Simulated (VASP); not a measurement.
Crystal: S.

```
CELL_PARAMETERS angstrom
5.40900 3.12289 1.42667
-5.40900 3.12289 1.42667
0.00000 -6.24578 1.42667
ATOMIC_POSITIONS crystal
S 0.85170 0.08270 0.74910
S 0.08270 0.74910 0.85170
S 0.74910 0.85170 0.08270
S 0.14830 0.91730 0.25090
S 0.91730 0.25090 0.14830
S 0.25090 0.14830 0.91730
```

This isn't the form of S at room conditions, which is orthorhombic, of S8 rings.

- Program: VASP 6.6.1
- Task: single point
- Functional: PBE
- Potentials or basis: VASP PAW PBE potentials, release 64 (S)
- Cutoff: 520 eV
- k mesh: 7 × 7 × 7
- Occupations: fermi-dirac, width 0.05 eV
- Spin: no spin polarisation

On this cell: pressure 2.4 GPa; largest force 0.300 eV/Å; band gap on the k mesh 2.18 eV, indirect (least direct gap 2.25 eV).

The same run follows on a disturbed copy (atoms moved at random, drawn with an rms of 0.05 Å):

```
S
1.0
     5.40900    3.12289    1.42667
    -5.40900    3.12289    1.42667
     0.00000   -6.24578    1.42667
S
6
Cartesian
  4.1652 -1.7091 2.3801
  -3.6182 -2.7185 2.3669
  -0.5609 4.4962 2.4142
  -4.1575 1.7782 1.8294
  3.6333 2.7410 1.8851
  0.5368 -4.4766 1.8945
```

Problem. What does the disturbed cell give?

Solution. The energy moves by +5.7 meV/atom; pressure 2.6 GPa; largest force 0.713 eV/Å; band gap on the k mesh 2.14 eV, indirect (least direct gap 2.24 eV).

Forces in eV/Å, atoms in the order of the input:
```
S   -0.238 -0.126  0.168
S    0.232  0.387 -0.017
S   -0.312 -0.350 -0.341
S    0.492 -0.370  0.360
S   -0.498  0.212 -0.009
S    0.324  0.246 -0.161
```

Stress tensor (GPa, compression positive):
```
3.76 0.36 0.28
0.36 2.51 0.10
0.28 0.10 1.65
```

Caveats: an odd mesh through Γ misses points on the zone boundary, where band edges often lie.
